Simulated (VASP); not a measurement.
Write the native input for VASP 6.6.1 that does the following.

* Task: single point
* Functional: PBE0
* Potentials or basis: VASP PAW PBE potentials, release 64 (Mg, S)
* Cutoff: 520 eV
* k mesh: 6 × 6 × 6
* Occupations: fermi-dirac, width 0.02 eV
* Spin: no spin polarisation
* Dipole correction: no
* Exchange at q = 0: truncated
* Grid for exact exchange (PRECFOCK): Normal
* Further INCAR settings: ALGO = Normal; EDIFF = 1e-06; NBANDS = 11

Crystal: MgS.

```
Mg S
1.0
     3.26282    0.00000    0.00000
     0.00000    3.26282    0.00000
     0.00000    0.00000    3.26282
Mg S
1 1
Direct
  0.00000 0.00000 0.00000
  0.50000 0.50000 0.50000
```

The cell was built by a generator and needn't be a form met in nature.

The input as run:

POSCAR

```
MgS
1.0
    3.2628174056      0.0000000000      0.0000000000
    0.0000000000      3.2628174056      0.0000000000
    0.0000000000      0.0000000000      3.2628174056
Mg S
1 1
Direct
    0.0000000000      0.0000000000      0.0000000000
    0.5000000000      0.5000000000      0.5000000000
```

INCAR.step1

```
SYSTEM = MgS
  ALGO = Normal
  EDIFF = 1E-5
  ENCUT = 520
  GGA = PE
  ISIF = 2
  ISMEAR = -1
  LASPH = .TRUE.
  LCHARG = .FALSE.
  LREAL = .FALSE.
  LWAVE = .TRUE.
  NBANDS = 11
  NELM = 100
  PREC = Accurate
  SIGMA = 0.02
```

INCAR.step2

```
SYSTEM = MgS
  AEXX = 0.25
  ALGO = Normal
  EDIFF = 1E-6
  ENCUT = 520
  GGA = PE
  HFRCUT = -1
  ISIF = 2
  ISMEAR = -1
  ISTART = 1
  LASPH = .TRUE.
  LCHARG = .FALSE.
  LHFCALC = .TRUE.
  LREAL = .FALSE.
  LWAVE = .FALSE.
  NBANDS = 11
  NELM = 100
  PREC = Accurate
  PRECFOCK = Normal
  SIGMA = 0.02
```

KPOINTS

```
k-points
0
G
  6 6 6
  0 0 0
```

Potentials or basis: VASP PAW PBE potentials, release 64 (Mg, S).

The run is started by

```sh
$ cat potpaw_PBE.64/Mg/POTCAR potpaw_PBE.64/S/POTCAR > POTCAR
$ cp INCAR.step1 INCAR
$ mpirun -np 1 vasp_std > vasp.out
$ cp INCAR.step2 INCAR
$ mpirun -np 1 vasp_std > vasp.out
```

Results of the run:

```
Pressure               : -0.7 GPa
Band gap on the k mesh : 0.76 eV, direct
```

Caveat: the PAW data sets were made with another functional, which shifts forces and pressure a little.

It took 8.4 min on 1 thread of Intel(R) Xeon(R) Platinum 8488C (Sapphire Rapids), with other jobs on the host, peak memory 0.15 GiB.
